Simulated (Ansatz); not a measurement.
The system is Ir.

```
CELL_PARAMETERS angstrom
0.00000 1.91560 1.91560
1.91560 0.00000 1.91560
1.91560 1.91560 0.00000
ATOMIC_POSITIONS crystal
Ir 0.00000 0.00000 0.00000
```

Program: Ansatz 0.2.0. Alike in all runs: task single point; potentials or basis Ansatz PAW; cell as given; cutoff (eV) 420. Hardware: 2 threads of Arm Neoverse V1, with other jobs on the host.

Order these runs on this cell by their wall time, lowest first.
A. level HF; spin off; k mesh 6 × 6 × 6; smearing fermi-dirac 0.05 eV; mesh quality coarse
B. level PBE; spin off; k mesh 12 × 12 × 12; smearing gaussian 0.023 eV; mesh quality not flagged
C. level PBE0; spin SOC, no magnetisation; k mesh 5 × 5 × 5; smearing fermi-dirac 0.05 eV; mesh quality coarse

B (0.57 s), A (11 s), C (22 s).

Caveats: some runs use coarse meshes.
